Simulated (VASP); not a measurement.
# EuO (Fm-3m) in VASP: single point with PBE

Aim: the single point of EuO with PBE.

Everything below comes from runs of VASP 6.6.1. Logs are shortened: lines on timing, memory, paths and dates and some standing lists are left out, and cuts for length are marked.

**The experiment to reproduce.**

From a printed reference work, monograph, for a bulk crystal of EuO at 300 K: band gap 1.115 eV (optical).

The runs below are set against these values where they give the same quantity.

### Step 1. The cell of the first run

It takes space group Fm-3m (No. 225, cubic). Conventional cell: a = 5.061 Å, b = 5.061 Å, c = 5.061 Å, α = 90.00°, β = 90.00°, γ = 90.00°. Within 3.3 Å of Eu (site symmetry m-3m) lie 6 O at 2.53 Å. Within 3.3 Å of O (site symmetry m-3m) lie 6 Eu at 2.53 Å.

### Step 2. Single point, PBE, collinear spin, antiferromagnetic start

File INCAR:

```
SYSTEM = EuO
PREC = Accurate
ENCUT = 600
EDIFF = 1E-6
ISMEAR = 0
SIGMA = 0.05
LREAL = .FALSE.
LASPH = .TRUE.
NELM = 200
ALGO = Normal
ISIF = 2
LWAVE = .FALSE.
LCHARG = .TRUE.
ISPIN = 2
MAGMOM = 7 -7 0 0
LORBIT = 11
LMAXMIX = 6
GGA = PE
LELF = .TRUE.
LVHAR = .TRUE.
NBANDS = 35
GGA_COMPAT = .FALSE.
```

File KPOINTS:

```
regular mesh
0
G
  8 8 6
  0 0 0
```

File POSCAR:

```
EuO
1.0
    0.0000000000      2.5302957962     -2.5302957962
    0.0000000000      2.5302957962      2.5302957962
    5.0605915924      0.0000000000      0.0000000000
Eu O
2 2
Direct
    0.0000000000      0.0000000000      0.0000000000
    0.5000000000      0.5000000000      0.5000000000
    0.0000000000      1.0000000000      0.5000000000
    0.5000000000      1.5000000000      1.0000000000
```

Potentials or basis: VASP PAW PBE potentials, release 64 (Eu, O).

Command:

```console
> cat potpaw_PBE.64/Eu/POTCAR potpaw_PBE.64/O/POTCAR > POTCAR
> mpirun -np 1 vasp_std > vasp.out
```

OUTCAR:

```text
SYSTEM = EuO
   PREC = Accurate
   ENCUT = 600
   EDIFF = 1E-6
   ISMEAR = 0
   LREAL = .FALSE.
   LASPH = .TRUE.
   NELM = 200
   ISIF = 2
   ISPIN = 2
   LORBIT = 11
   GGA = PE

 ion  position               nearest neighbor table
   1  0.000  0.000  0.000-   3 2.53   4 2.53   3 2.53   4 2.53   4 2.53   4 2.53
   2  0.500  0.500  0.500-   3 2.53   4 2.53   4 2.53   3 2.53   3 2.53   3 2.53
   3  0.000  0.000  0.500-   1 2.53   2 2.53   1 2.53   2 2.53   2 2.53   2 2.53
   4  0.500  0.500  0.000-   1 2.53   2 2.53   2 2.53   1 2.53   1 2.53   1 2.53

  LATTYP: Found a simple tetragonal cell.
 ALAT       =     3.5783786318
 C/A-ratio  =     1.4142135624

  Lattice vectors:

 A1 = (   0.0000000000,   2.5302957962,  -2.5302957962)
 A2 = (   0.0000000000,   2.5302957962,   2.5302957962)
 A3 = (   5.0605915924,   0.0000000000,   0.0000000000)

Analysis of symmetry for initial positions (statically):
=====================================================================
 Subroutine PRICEL returns following result:

  LATTYP: Found a face centered cubic cell.
 ALAT       =     5.0605915924

  Lattice vectors:

 A1 = (  -2.5302957962,  -2.5302957962,   0.0000000000)
 A2 = (  -2.5302957962,   0.0000000000,  -2.5302957962)
 A3 = (   0.0000000000,  -2.5302957962,  -2.5302957962)

   2 primitive cells build up your supercell.

 Routine SETGRP: Setting up the symmetry group for a
 simple tetragonal supercell.

 Subroutine GETGRP returns: Found 16 space group operations
 (whereof 16 operations were pure point group operations)
 out of a pool of 16 trial point group operations.

The static configuration has the point symmetry D_4h.

Analysis of symmetry for dynamics (positions and initial velocities):
=====================================================================
 Subroutine PRICEL returns following result:

  LATTYP: Found a face centered cubic cell.
 ALAT       =     5.0605915924

  Lattice vectors:

 A1 = (  -2.5302957962,  -2.5302957962,   0.0000000000)
 A2 = (  -2.5302957962,   0.0000000000,  -2.5302957962)
 A3 = (   0.0000000000,  -2.5302957962,  -2.5302957962)

   2 primitive cells build up your supercell.

 Routine SETGRP: Setting up the symmetry group for a
 simple tetragonal supercell.

 Subroutine GETGRP returns: Found 16 space group operations
 (whereof 16 operations were pure point group operations)
 out of a pool of 16 trial point group operations.

The dynamic configuration has the point symmetry D_4h.

Analysis of structural, dynamic, and magnetic symmetry:
=====================================================================
 Subroutine PRICEL returns following result:

  LATTYP: Found a face centered cubic cell.
 ALAT       =     5.0605915924

  Lattice vectors:

 A1 = (  -2.5302957962,  -2.5302957962,   0.0000000000)
 A2 = (  -2.5302957962,   0.0000000000,  -2.5302957962)
 A3 = (   0.0000000000,  -2.5302957962,  -2.5302957962)

   2 primitive cells build up your supercell.

 Routine SETGRP: Setting up the symmetry group for a
 simple tetragonal supercell.

 Subroutine GETGRP returns: Found 16 space group operations
 (whereof 16 operations were pure point group operations)
 out of a pool of 16 trial point group operations.

The overall configuration has the point symmetry D_4h.

 Subroutine INISYM returns: Found 16 space group operations
 (whereof 16 operations are pure point group operations),
 and found     2 'primitive' translations

----------------------------------------------------------------------------------------

                                     Primitive cell

  volume of cell :      32.3999

  direct lattice vectors                    reciprocal lattice vectors
    -2.530295796 -2.530295796  0.000000000    -0.197605355 -0.197605355  0.197605355
    -2.530295796  0.000000000 -2.530295796    -0.197605355  0.197605355 -0.197605355
     0.000000000 -2.530295796 -2.530295796     0.197605355 -0.197605355 -0.197605355

  length of vectors
     3.578378632  3.578378632  3.578378632     0.342262515  0.342262515  0.342262515

  position of ions in fractional coordinates (direct lattice)
     0.000000000  0.000000000  0.000000000
     0.500000000  0.500000000  0.500000000

  ion indices of the primitive-cell ions
   primitive index   ion index
                 1           1
                 2           3

----------------------------------------------------------------------------------------

 KPOINTS: regular mesh

Automatic generation of k-mesh.
 Grid dimensions read from file:
 generate k-points for:    8    8    6

 Generating k-lattice:

  Cartesian coordinates                     Fractional coordinates (reciprocal lattice)
     0.000000000  0.024700669 -0.024700669     0.125000000  0.000000000  0.000000000
     0.000000000  0.024700669  0.024700669     0.000000000  0.125000000  0.000000000
     0.032934226  0.000000000  0.000000000     0.000000000  0.000000000  0.166666667

  Length of vectors
     0.034932022  0.034932022  0.032934226

  Shift w.r.t. Gamma in fractional coordinates (k-lattice)
     0.000000000  0.000000000  0.000000000

 Subroutine IBZKPT returns following result:
 ===========================================

 Found     60 irreducible k-points:

 Following reciprocal coordinates:
            Coordinates               Weight
  0.000000  0.000000  0.000000      1.000000
  0.125000  0.000000  0.000000      4.000000
  0.250000  0.000000  0.000000      4.000000
  0.375000  0.000000  0.000000      4.000000
  0.500000  0.000000  0.000000      2.000000
  0.125000  0.125000  0.000000      4.000000
[... 16 lines left out ...]
  0.375000  0.125000  0.166667     16.000000
  0.500000  0.125000  0.166667      8.000000
 [... further k-points ...]
   k-points           NKPTS =     60   k-points in BZ     NKDIM =     60   number of bands    NBANDS=     35
   number of dos      NEDOS =    301   number of ions     NIONS =      4
   total plane-waves  NPLWV =  36000
   dimension x,y,z NGX =    30 NGY =   30 NGZ =   40
   dimension x,y,z NGXF=    60 NGYF=   60 NGZF=   80
   ions per type =               2   2
   NGX,Y,Z   is equivalent  to a cutoff of  13.94, 13.94, 13.14 a.u.
   NGXF,Y,Z  is equivalent  to a cutoff of  27.88, 27.88, 26.28 a.u.
 SYSTEM =  EuO
   PREC   = accura    normal or accurate (medium, high low for compatibility)
   ISTART =      0    job   : 0-new  1-cont  2-samecut
   ICHARG =      2    charge: 1-file 2-atom 10-const
   ISPIN  =      2    spin polarized calculation?
   LNONCOLLINEAR =      F non collinear calculations
   LSORBIT =      F    spin-orbit coupling
   LASPH  =      T    aspherical Exc in radial PAW
   ENCUT  =  600.0 eV  44.10 Ry    6.64 a.u.   7.15  7.15 10.11*2*pi/ulx,y,z
   NELM   =    200;   NELMIN=  2; NELMDL= -5     # of ELM steps
   EDIFF  = 0.1E-05   stopping-criterion for ELM
   LREAL  =      F    real-space projection
   EDIFFG = 0.1E-04   stopping-criterion for IOM
   NSW    =      0    number of steps for IOM
   IBRION =     -1    ionic relax: 0-MD 1-quasi-New 2-CG
   NFREE  =      0    steps in history (QN), initial steepest desc. (CG)
   ISIF   =      2    stress and relaxation
   ISYM   =      2    0-nonsym 1-usesym 2-fastsym
   POTIM  = 0.5000    time-step for ionic-motion
   TEBEG  =    0.0;   TEEND  =   0.0 temperature during run
   PSTRESS=    0.0 pullay stress
   NELECT =      46.0000    total number of electrons
   NUPDOWN=      -1.0000    fix difference up-down
   EMIN   =  10.00;   EMAX   =-10.00  energy-range for DOS
   EFERMI =   0.00;   METHOD = LEGACY
   ISMEAR =     0;   SIGMA  =   0.05  broadening in eV -4-tet -1-fermi 0-gaus
   EFERMI_NEDOS =   21; number of points for ismear=-14 and -15
   IALGO  =     38    algorithm
   IMIX   =      4    mixing-type and parameters
     AMIX     =   0.40;   BMIX     =  1.00
     AMIX_MAG =   1.60;   BMIX_MAG =  1.00
  volume/ion in A,a.u.               =      16.20       109.32
  Fermi-wavevector in a.u.,A,eV,Ry     =   1.460392  2.759741 29.017760  2.132745
  Thomas-Fermi vector in A             =   2.576847
   LORBIT       =     11    0 simple, 1 ext, 2 COOP (PROOUT), +10 PAW based schemes
   GGA     = PE    functional components
   LHFCALC =     F    Hartree Fock is set to
   AEXX    =    0.0000 exact exchange contribution
   IVDW    =     0    specifies the selected vdW correction
   LEPSILON=     F    determine dielectric tensor
   LRPA    =     F    only Hartree local field effects (RPA)
 spin polarized calculation
 Gauss-broadening in eV      SIGMA  =   0.05
  energy-cutoff  :      600.00
  volume of cell :       64.80
 maximum number of plane-waves:      2212
 NGX is ok and might be reduce to    30
   NGX = 15   NGY = 15   NGZ = 21

 number of electron      46.0000008 magnetization      -0.0000000

 number of electron      46.0000008 magnetization       0.0000000

 Free energy of the ion-electron system (eV)
  ---------------------------------------------------
  ext. energy  EPLUGINS =         0.00000000
  ---------------------------------------------------
  free energy    TOTEN  =       -44.01146495 eV

  energy without entropy =      -44.00893301  energy(sigma->0) =      -44.01019898

 E-fermi :   4.9097     XC(G=0): -11.1521

 val. band max:        4.9010072938   @ k =   0.1250   0.0000   0.0000
 cond. band min:       4.9130562006   @ k =   0.5000   0.5000   0.1667
 fundamental gap:      0.0120489068
 Fermi energy:         4.9097370902

 spin component 1

 k-point     1 :       0.0000    0.0000    0.0000
  band No.  band energies     occupation
      1     -36.4139      1.00000
      2     -33.4065      1.00000
      3     -15.4382      1.00000
      4     -15.0441      1.00000
      5     -15.0441      1.00000
      6     -13.9605      1.00000
[... 27 lines left out ...]
     34       9.5614      0.00000
     35       9.6303      0.00000

 k-point     2 :       0.1250    0.0000    0.0000
  band No.  band energies     occupation
      1     -36.4079      1.00000
      2     -33.3995      1.00000
      3     -15.4123      1.00000
      4     -15.3725      1.00000
      5     -15.0271      1.00000
      6     -14.2786      1.00000
[... 27 lines left out ...]
     34       9.5301      0.00000
     35       9.6248      0.00000
[... 796 lines left out ...]
     34       9.6713      0.00000
     35       9.9982      0.00000

 k-point    24 :       0.5000    0.1250    0.1667
  band No.  band energies     occupation
      1     -36.3673      1.00000
      2     -33.3511      1.00000
      3     -16.3509      1.00000
      4     -15.7297      1.00000
      5     -15.0311      1.00000
      6     -14.6539      1.00000
[... 27 lines left out ...]
     34       9.6712      0.00000
     35      10.2775      0.00000

 [... further k-points ...]

 spin component 2

 k-point     1 :       0.0000    0.0000    0.0000
  band No.  band energies     occupation
      1     -36.4139      1.00000
      2     -33.4065      1.00000
      3     -15.4382      1.00000
      4     -15.0441      1.00000
      5     -15.0441      1.00000
      6     -13.9605      1.00000
[... 27 lines left out ...]
     34       9.5666      0.00000
     35       9.6300      0.00000

 k-point     2 :       0.1250    0.0000    0.0000
  band No.  band energies     occupation
      1     -36.4079      1.00000
      2     -33.3995      1.00000
      3     -15.4123      1.00000
      4     -15.3725      1.00000
      5     -15.0271      1.00000
      6     -14.2786      1.00000
[... 27 lines left out ...]
     34       9.5290      0.00000
     35       9.6196      0.00000
[... 796 lines left out ...]
     34       9.6717      0.00000
     35      10.0462      0.00000

 k-point    24 :       0.5000    0.1250    0.1667
  band No.  band energies     occupation
      1     -36.3673      1.00000
      2     -33.3511      1.00000
      3     -16.3509      1.00000
      4     -15.7297      1.00000
      5     -15.0311      1.00000
      6     -14.6539      1.00000
[... 27 lines left out ...]
     34       9.6712      0.00000
     35      10.1998      0.00000

 [... further k-points ...]

------------------------ aborting loop because EDIFF is reached ----------------------------------------

  FORCE on cell =-STRESS in cart. coord.  units (eV):
  Direction    XX          YY          ZZ          XY          YZ          ZX
  --------------------------------------------------------------------------------------
  -------------------------------------------------------------------------------------
  Total       -0.0465947     -0.4542904     -0.4542904      0.0000000      0.0000000      0.0000000
  in kB       -1.1520563    -11.2323410    -11.2323410      0.0000000      0.0000000      0.0000000
  external PRESSURE =      -7.8722461 kB  Pullay stress =       0.0000000 kB

 VOLUME and BASIS-vectors are now :
 -----------------------------------------------------------------------------
  energy-cutoff  :      600.00
  volume of cell :       64.80
      direct lattice vectors                 reciprocal lattice vectors
     0.000000000  2.530295796 -2.530295796     0.000000000  0.197605355 -0.197605355
     0.000000000  2.530295796  2.530295796     0.000000000  0.197605355  0.197605355
     5.060591592  0.000000000  0.000000000     0.197605355  0.000000000  0.000000000

 POSITION                                       TOTAL-FORCE (eV/Angst)
 -----------------------------------------------------------------------------------
      0.00000      0.00000      0.00000         0.000000     -0.000000     -0.000000
      2.53030      2.53030      0.00000         0.000000      0.000000      0.000000
      2.53030      0.00000      0.00000        -0.000000      0.000000     -0.000000
      0.00000      2.53030      0.00000        -0.000000      0.000000      0.000000
 -----------------------------------------------------------------------------------
    total drift:                               -0.000000      0.000000      0.000000

  FREE ENERGIE OF THE ION-ELECTRON SYSTEM (eV)
  ---------------------------------------------------
  free  energy   TOTEN  =       -44.0114649458 eV

  energy  without entropy=      -44.0089330099  energy(sigma->0) =      -44.01019898

 total charge

# of ion       s       p       d       f       tot
--------------------------------------------------
    1        2.032   5.768   0.425   6.597  14.822
    2        2.032   5.768   0.425   6.597  14.822
    3        1.552   3.410   0.000   0.000   4.962
    4        1.552   3.410   0.000   0.000   4.962
--------------------------------------------------
tot          7.169  18.355   0.850  13.194  39.568

 magnetization (x)

# of ion       s       p       d       f       tot
--------------------------------------------------
    1       -0.014  -0.110   0.069   6.528   6.473
    2        0.014   0.110  -0.069  -6.528  -6.473
    3        0.002   0.036   0.000   0.000   0.038
    4       -0.002  -0.036   0.000   0.000  -0.038
--------------------------------------------------
tot          0.000   0.000   0.000   0.000   0.000
```

Run time: 6.5 min. Hardware: 1 thread of Intel Xeon Platinum 8488C (Sapphire Rapids), shared host; peak memory 0.39 GiB.

Results:

* Free energy: -44.0115 eV
* Pressure: -0.8 GPa
* Band gap on the k mesh: zero (filled and empty bands overlap)
* Net moment: 0.00 μB per cell
* Site moments: Eu +6.47, -6.47; O +0.04, -0.04 μB
* Valence electrons inside the program's atomic spheres: Eu 14.82; O 4.96

Stress tensor (GPa, compression positive):
```
-0.12  0.00  0.00
 0.00 -1.12  0.00
 0.00  0.00 -1.12
```

Caveat: spin-orbit coupling is left out, which moves the levels of the heavy elements; semilocal functionals describe open f shells poorly, which spoils levels, moments and volumes. The state reached can hang on the start; a lower one may exist.

### Step 3. Against experiment

Step 2. A measured gap of EuO is 1.115 eV (optical; 300 K; a printed reference work, monograph); the calculated 0.00 eV misses it by -1.11 eV. So large a miss can be the level of theory's own, or it may mean another phase, state or a wrong row. Spin-orbit coupling on Eu is left out. The value is that of PBE on a finite k mesh, which can miss the band edges, without temperature or zero-point motion. Semilocal functionals fall short of measured gaps as a rule.
